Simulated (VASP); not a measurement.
# KF (Pmmn) in VASP: single point with PBE

Aim: the single point of KF with PBE.

All numbers are computed with VASP 6.6.1; they aren't measurements. Logs are shortened: lines on timing, memory, paths and dates and some standing lists are left out, and cuts for length are marked.

## 1. The cell of the first run

It takes space group P4/nmm (No. 129, tetragonal). Conventional cell: a = 4.610 Å, b = 4.610 Å, c = 3.260 Å, α = 90.00°, β = 90.00°, γ = 90.00°. K (site symmetry 4mm) has 8 F at 2.80 to 2.85 Å as nearest neighbours. F (site symmetry -4m2) has 8 K at 2.80 to 2.85 Å as nearest neighbours.

The cell comes from a database or a generator and needn't be the stable form of this composition.

## 2. Single point, PBE (a zone-boundary wave of random shape, sigma 0.1 Å; relaxed back)

INCAR reads:

```
ALGO = Fast ; EDIFF = 1E-6
ENCUT = 520 ; GGA = PE
ISIF = 2 ; ISMEAR = 0
LASPH = T ; LCHARG = F
LREAL = F ; LWAVE = F
NBANDS = 24 ; NELM = 100
PREC = Accurate ; SIGMA = 0.05
```

KPOINTS reads:

```
k-points
0
Gamma
  8 6 6
```

POSCAR reads:

```
KF
1.0
   -3.2601699387     -0.0000352939     -0.0000844029
    0.0001196968      3.2583176263      3.2583625573
   -0.0000491090      3.2612051023     -3.2612500333
K F
2 2
Direct
   -0.0100153460      0.0000293169     -0.0000044212
    0.0100153460      0.4999706831      0.5000044212
    0.4988138875      0.4999829398     -0.0000573455
    0.5011861125      0.0000170602      0.5000573455
```

Potentials or basis: VASP PAW PBE potentials, release 64 (K_sv, F).

Launch:

```console
> cat potpaw_PBE.64/K_sv/POTCAR potpaw_PBE.64/F/POTCAR > POTCAR
> mpirun -np 1 vasp_std > vasp.out
```

OUTCAR:

```text
EDIFF = 1E-6
   ENCUT = 520
   GGA = PE
   ISIF = 2
   ISMEAR = 0
   LASPH = T
   LREAL = F
   NELM = 100
   PREC = Accurate

 ion  position               nearest neighbor table
   1  0.990  0.000  1.000-   4 2.80   4 2.80   3 2.81   3 2.81   3 2.84   3 2.84   4 2.84   4 2.85
                             2 3.26   2 3.26   2 3.26   2 3.26
   2  0.010  0.500  0.500-   3 2.80   3 2.80   4 2.81   4 2.81   4 2.84   4 2.84   3 2.84   3 2.85
                             1 3.26   1 3.26   1 3.26   1 3.26
   3  0.499  0.500  1.000-   2 2.80   2 2.80   1 2.81   1 2.81   1 2.84   1 2.84   2 2.84   2 2.85

   4  0.501  0.000  0.500-   1 2.80   1 2.80   2 2.81   2 2.81   2 2.84   2 2.84   1 2.84   1 2.85

  LATTYP: Found a simple monoclinic cell.
 ALAT       =     4.6120722567
 B/A-ratio  =     0.9991146048
 C/A-ratio  =     2.1212297199
 COS(beta)  =    -0.9428422227

  Lattice vectors:

 A1 = (  -0.0000491090,   3.2612051023,  -3.2612500333)
 A2 = (  -0.0001196968,  -3.2583176263,  -3.2583625573)
 A3 = (  -3.2600717207,  -6.5224454985,   6.5224156637)

Analysis of symmetry for initial positions (statically):
=====================================================================
 Subroutine PRICEL returns:
 Original cell was already a primitive cell.

 Routine SETGRP: Setting up the symmetry group for a
 simple monoclinic supercell.

 Subroutine GETGRP returns: Found  2 space group operations
 (whereof  1 operations were pure point group operations)
 out of a pool of  4 trial point group operations.

The static configuration has the point symmetry C_1 .
 The point group associated with its full space group is S_2 .

Analysis of symmetry for dynamics (positions and initial velocities):
=====================================================================
 Subroutine PRICEL returns:
 Original cell was already a primitive cell.

 Routine SETGRP: Setting up the symmetry group for a
 simple monoclinic supercell.

 Subroutine GETGRP returns: Found  2 space group operations
 (whereof  1 operations were pure point group operations)
 out of a pool of  4 trial point group operations.

The dynamic configuration has the point symmetry C_1 .
 The point group associated with its full space group is S_2 .

 Subroutine INISYM returns: Found  2 space group operations
 (whereof  1 operations are pure point group operations),
 and found     1 'primitive' translations

----------------------------------------------------------------------------------------

                                     Primitive cell

  volume of cell :      69.2864

  direct lattice vectors                    reciprocal lattice vectors
    -3.260169939 -0.000035294 -0.000084403    -0.306732477  0.000003325  0.000007943
     0.000119697  3.258317626  3.258362557    -0.000005634  0.153453424  0.153451310
    -0.000049109  3.261205102 -3.261250033     0.000002309  0.153317558 -0.153315444

  length of vectors
     3.260169940  4.607988750  4.612072257     0.306732477  0.217014419  0.216822275

  position of ions in fractional coordinates (direct lattice)
     0.989984654  0.000029317  0.999995579
     0.010015346  0.499970683  0.500004421
     0.498813887  0.499982940  0.999942655
     0.501186113  0.000017060  0.500057345

  ion indices of the primitive-cell ions
   primitive index   ion index
                 1           1
                 2           2
                 3           3
                 4           4

----------------------------------------------------------------------------------------

 KPOINTS: k-points

Automatic generation of k-mesh.
 Grid dimensions read from file:
 generate k-points for:    8    6    6

 Generating k-lattice:

  Cartesian coordinates                     Fractional coordinates (reciprocal lattice)
    -0.038341560  0.000000416  0.000000993     0.125000000 -0.000000000  0.000000000
    -0.000000939  0.025575571  0.025575218     0.000000000  0.166666667  0.000000000
     0.000000385  0.025552926 -0.025552574     0.000000000  0.000000000  0.166666667

  Length of vectors
     0.038341560  0.036169070  0.036137046

  Shift w.r.t. Gamma in fractional coordinates (k-lattice)
     0.000000000  0.000000000  0.000000000

 Subroutine IBZKPT returns following result:
 ===========================================

 Found    148 irreducible k-points:

 Following reciprocal coordinates:
            Coordinates               Weight
  0.000000  0.000000  0.000000      1.000000
  0.125000 -0.000000  0.000000      2.000000
  0.250000 -0.000000  0.000000      2.000000
  0.375000  0.000000  0.000000      2.000000
  0.500000 -0.000000  0.000000      1.000000
  0.000000  0.166667 -0.000000      2.000000
[... 16 lines left out ...]
  0.125000  0.500000  0.000000      2.000000
  0.250000  0.500000  0.000000      2.000000
 [... further k-points ...]
   k-points           NKPTS =    148   k-points in BZ     NKDIM =    148   number of bands    NBANDS=     24
   number of dos      NEDOS =    301   number of ions     NIONS =      4
   total plane-waves  NPLWV =  31104
   dimension x,y,z NGX =    24 NGY =   36 NGZ =   36
   dimension x,y,z NGXF=    48 NGYF=   72 NGZF=   72
   ions per type =               2   2
   NGX,Y,Z   is equivalent  to a cutoff of  12.24, 12.99, 12.98 a.u.
   NGXF,Y,Z  is equivalent  to a cutoff of  24.48, 25.98, 25.95 a.u.
 SYSTEM =  unknown system
   PREC   = accura    normal or accurate (medium, high low for compatibility)
   ISTART =      0    job   : 0-new  1-cont  2-samecut
   ICHARG =      2    charge: 1-file 2-atom 10-const
   ISPIN  =      1    spin polarized calculation?
   LNONCOLLINEAR =      F non collinear calculations
   LSORBIT =      F    spin-orbit coupling
   LASPH  =      T    aspherical Exc in radial PAW
   ENCUT  =  520.0 eV  38.22 Ry    6.18 a.u.   6.06  8.57  8.58*2*pi/ulx,y,z
   NELM   =    100;   NELMIN=  2; NELMDL= -5     # of ELM steps
   EDIFF  = 0.1E-05   stopping-criterion for ELM
   LREAL  =      F    real-space projection
   EDIFFG = 0.1E-04   stopping-criterion for IOM
   NSW    =      0    number of steps for IOM
   IBRION =     -1    ionic relax: 0-MD 1-quasi-New 2-CG
   NFREE  =      0    steps in history (QN), initial steepest desc. (CG)
   ISIF   =      2    stress and relaxation
   ISYM   =      2    0-nonsym 1-usesym 2-fastsym
   POTIM  = 0.5000    time-step for ionic-motion
   TEBEG  =    0.0;   TEEND  =   0.0 temperature during run
   PSTRESS=    0.0 pullay stress
   NELECT =      32.0000    total number of electrons
   NUPDOWN=      -1.0000    fix difference up-down
   EMIN   =  10.00;   EMAX   =-10.00  energy-range for DOS
   EFERMI =   0.00;   METHOD = LEGACY
   ISMEAR =     0;   SIGMA  =   0.05  broadening in eV -4-tet -1-fermi 0-gaus
   EFERMI_NEDOS =   21; number of points for ismear=-14 and -15
   IALGO  =     68    algorithm
   IMIX   =      4    mixing-type and parameters
     AMIX     =   0.40;   BMIX     =  1.00
     AMIX_MAG =   1.60;   BMIX_MAG =  1.00
  volume/ion in A,a.u.               =      17.32       116.89
  Fermi-wavevector in a.u.,A,eV,Ry     =   1.265442  2.391339 21.787600  1.601343
  Thomas-Fermi vector in A             =   2.398695
   LORBIT       =      0    0 simple, 1 ext, 2 COOP (PROOUT), +10 PAW based schemes
   GGA     = PE    functional components
   LHFCALC =     F    Hartree Fock is set to
   AEXX    =    0.0000 exact exchange contribution
   IVDW    =     0    specifies the selected vdW correction
   LEPSILON=     F    determine dielectric tensor
   LRPA    =     F    only Hartree local field effects (RPA)
 non-spin polarized calculation
 RMM-DIIS sequential band-by-band and
 Gauss-broadening in eV      SIGMA  =   0.05
  energy-cutoff  :      520.00
  volume of cell :       69.29
 maximum number of plane-waves:      1904
   NGX = 13   NGY = 17   NGZ = 17

 number of electron      32.0000023 magnetization

 Free energy of the ion-electron system (eV)
  ---------------------------------------------------
  ext. energy  EPLUGINS =         0.00000000
  ---------------------------------------------------
  free energy    TOTEN  =       -16.18733271 eV

  energy without entropy =      -16.18733271  energy(sigma->0) =      -16.18733271

 E-fermi :  -1.8288     XC(G=0):  -9.0197

 val. band max:       -2.0392760215   @ k =   0.0000   0.0000   0.0000
 cond. band min:       4.2113221168   @ k =   0.0000   0.0000   0.0000
 fundamental gap:      6.2505981383
 Fermi energy:        -1.8287770929

 k-point     1 :       0.0000    0.0000    0.0000
  band No.  band energies     occupation
      1     -29.0607      2.00000
      2     -28.8331      2.00000
      3     -20.9378      2.00000
      4     -20.8493      2.00000
      5     -12.8608      2.00000
      6     -12.8593      2.00000
[... 16 lines left out ...]
     23       9.8232      0.00000
     24      12.1777      0.00000

 k-point     2 :       0.1250   -0.0000    0.0000
  band No.  band energies     occupation
      1     -29.0428      2.00000
      2     -28.8192      2.00000
      3     -20.9412      2.00000
      4     -20.8379      2.00000
      5     -12.8331      2.00000
      6     -12.8316      2.00000
[... 16 lines left out ...]
     23       9.4977      0.00000
     24      12.3173      0.00000

 k-point     3 :       0.2500   -0.0000    0.0000
  band No.  band energies     occupation
      1     -28.9991      2.00000
      2     -28.7856      2.00000
      3     -20.9508      2.00000
      4     -20.8113      2.00000
      5     -12.7652      2.00000
      6     -12.7637      2.00000
[... 16 lines left out ...]
     23       8.9370      0.00000
     24      10.9564      0.00000
[... 514 lines left out ...]
 k-point    23 :       0.1250    0.5000    0.0000
  band No.  band energies     occupation
      1     -28.9273      2.00000
      2     -28.9272      2.00000
      3     -20.9191      2.00000
      4     -20.9191      2.00000
      5     -12.4683      2.00000
      6     -12.4678      2.00000
[... 16 lines left out ...]
     23       9.9727      0.00000
     24       9.9736      0.00000

 k-point    24 :       0.2500    0.5000    0.0000
  band No.  band energies     occupation
      1     -28.8897      2.00000
      2     -28.8896      2.00000
      3     -20.8949      2.00000
      4     -20.8949      2.00000
      5     -12.4197      2.00000
      6     -12.4196      2.00000
[... 16 lines left out ...]
     23       9.7533      0.00000
     24       9.7606      0.00000

 [... further k-points ...]

------------------------ aborting loop because EDIFF is reached ----------------------------------------

  FORCE on cell =-STRESS in cart. coord.  units (eV):
  Direction    XX          YY          ZZ          XY          YZ          ZX
  --------------------------------------------------------------------------------------
  -------------------------------------------------------------------------------------
  Total       -0.0103595     -0.0138042     -0.0143312     -0.0000799      0.0004222     -0.0000012
  in kB       -0.2395530     -0.3192075     -0.3313955     -0.0018480      0.0097622     -0.0000277
  external PRESSURE =      -0.2967187 kB  Pullay stress =       0.0000000 kB

 VOLUME and BASIS-vectors are now :
 -----------------------------------------------------------------------------
  energy-cutoff  :      520.00
  volume of cell :       69.29
      direct lattice vectors                 reciprocal lattice vectors
    -3.260169939 -0.000035294 -0.000084403    -0.306732477  0.000003325  0.000007943
     0.000119697  3.258317626  3.258362557    -0.000005634  0.153453424  0.153451310
    -0.000049109  3.261205102 -3.261250033     0.000002309  0.153317558 -0.153315444

 POSITION                                       TOTAL-FORCE (eV/Angst)
 -----------------------------------------------------------------------------------
     -3.22757      3.26125     -3.26122        -0.002362     -0.000336     -0.000387
     -0.03262      3.25968     -0.00155         0.002362      0.000336      0.000387
     -1.62621      4.89010     -1.63198        -0.001844      0.000642     -0.000368
     -1.63398      1.63083     -1.63080         0.001844     -0.000642      0.000368
 -----------------------------------------------------------------------------------
    total drift:                               -0.000000      0.000000     -0.000000

  FREE ENERGIE OF THE ION-ELECTRON SYSTEM (eV)
  ---------------------------------------------------
  free  energy   TOTEN  =       -16.1873327145 eV

  energy  without entropy=      -16.1873327145  energy(sigma->0) =      -16.18733271
```

Run time: 3.6 min. Hardware: 1 thread of Intel Xeon Platinum 8375C at 2.90GHz (Ice Lake), shared host; peak memory 0.29 GiB.

Results:

- Free energy: -16.1873 eV
- Pressure: 0.0 GPa
- Band gap on the k mesh: 6.25 eV

Forces on the atoms (eV/Å):
```
K   -0.002  0.000  0.000
K    0.002  0.000  0.000
F   -0.002  0.001  0.000
F    0.002 -0.001  0.000
```
